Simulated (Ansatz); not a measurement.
## CdS, one cell by several methods

```
CELL_PARAMETERS angstrom
4.13480 0.00000 0.00000
-2.06740 3.58084 0.00000
0.00000 0.00000 6.74900
ATOMIC_POSITIONS crystal
Cd 0.33333 0.66667 0.00000
Cd 0.66667 0.33333 0.50000
S 0.33333 0.66667 0.38500
S 0.66667 0.33333 0.88500
```

Atoms are numbered in the order listed.

The geometry is COD entry 9008862, unchecked; take it as a test cell. It differs from other determinations.

Levels of theory: DFT, LDA, PAW with Ansatz's default frozen-core files, scalar-relativistic (Ansatz 0.2.0); DFT, LDA, all-electron PAW with datasets made for the crystal, scalar-relativistic (Ansatz 0.2.0); DFT, LDA, all-electron LAPW, scalar-relativistic (Ansatz 0.2.0).

For PAW: a Γ-centred 8×8×4 k mesh, Fermi–Dirac smearing of 0.02 eV, cutoff 420 eV, no spin polarisation; the PAW files were made with PBE, and the program remakes their frozen cores for this functional. The crystal-made all-electron datasets (AE datasets) take a cutoff of 260 eV at this cell. LAPW targets a basis error of 1 meV/atom. The Ansatz runs share mesh, smearing and spin set-up. Plane-wave (PAW) pressures include the program's estimate of the Pulay term.

Stress and pressure are positive in compression.

Levels count from the top of the valence band.

```
                      quantity     PAW  AE datasets    LAPW
                pressure (GPa)   -2.72        -2.70   -2.70
               stress xx (GPa)   -2.12        -2.10   -2.10
               stress zz (GPa)   -3.92        -3.90   -3.90
        force on Cd1, z (eV/Å)   0.236        0.237   0.237
         force on S3, z (eV/Å)  -0.236       -0.237  -0.237
                 band gap (eV)   0.944        0.943   0.943
highest filled level at Γ (eV)   0.000        0.000   0.000
  lowest empty level at Γ (eV)   0.945        0.943   0.943
highest filled level at M (eV)  -0.846       -0.847  -0.847
  lowest empty level at M (eV)   3.502        3.500   3.500
```

PAW's pressure differs from the LAPW value by -0.02 GPa. Datasets made for the crystal and LAPW share parts of one code, so their agreement isn't an independent check.
